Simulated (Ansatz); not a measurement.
## A strain series on NaCl (zincblende): epitaxial in the xy plane

NaCl in the zincblende structure, relaxed with r2SCAN in the plane-wave code Ansatz, then strained (epitaxial in the xy plane; changes of length per length, axes as in the cell below) with the atoms relaxed again within the symmetry that is left. It is cubic, F-43m (No. 216); conventional cell a = 6.175 Å, 29.43 Å³ an atom. Around Na lie 4 Cl at 2.67 Å; around Cl lie 4 Na at 2.67 Å. (Calculated; spin-unpolarised; the phase may be known or hypothetical.)

```xyz
2
Lattice="0.0000 3.0873 3.0873 3.0873 0.0000 3.0873 3.0873 3.0873 0.0000" Properties=species:S:1:pos:R:3 pbc="T T T"
Na    0.0000    0.0000    0.0000
Cl    1.5436    1.5436    1.5436
```

Gaps are the least over each mesh (PBE 8×8×8, r2SCAN 8×8×8, HSE06 6×6×6 when unstrained) and the special points, which keep their unstrained names; stress is the change from the unstrained cell, compression positive.

```csv
strain (%),free normal strain (%),"gap, PBE (eV)","gap, r2SCAN (eV)","gap, HSE06 (eV)","edges, HSE06","in-plane stress, r2SCAN (GPa)","energy rise, r2SCAN (meV/atom)"
-3.12,+5.15,4.921,5.530,6.227,Γ–K (0.28) → Γ,+0.27,1.4
-2.5,+4.24,4.927,5.537,6.232,Γ,+0.19,0.9
-0.58,+1.11,4.937,5.547,6.241,Γ,+0.02,0.0
0.0,0.00,4.942,5.552,6.246,Γ,0.00,0.0
+4.02,-8.27,4.867,5.481,6.172,Γ,-0.04,0.7
+4.09,-8.48,4.867,5.481,6.172,Γ,-0.03,0.7
+5.99,-13.45,4.848,5.470,6.156,Γ,+0.13,0.5
```

Between zero and the nearest strains the slope of the HSE06 gap against strain is +0.009 eV per percent for negative and -0.019 for positive strain; it falls either way, as happens when edge states split or other valleys take over.

Where an edge lies off the special points, it is a point of the mesh or the k point where a search put PBE's edge or least direct gap, reused for the other functionals, whose own edges may lie a little apart.

The meshes of the hybrids are coarse, so their gaps aren't converged to the digits shown.
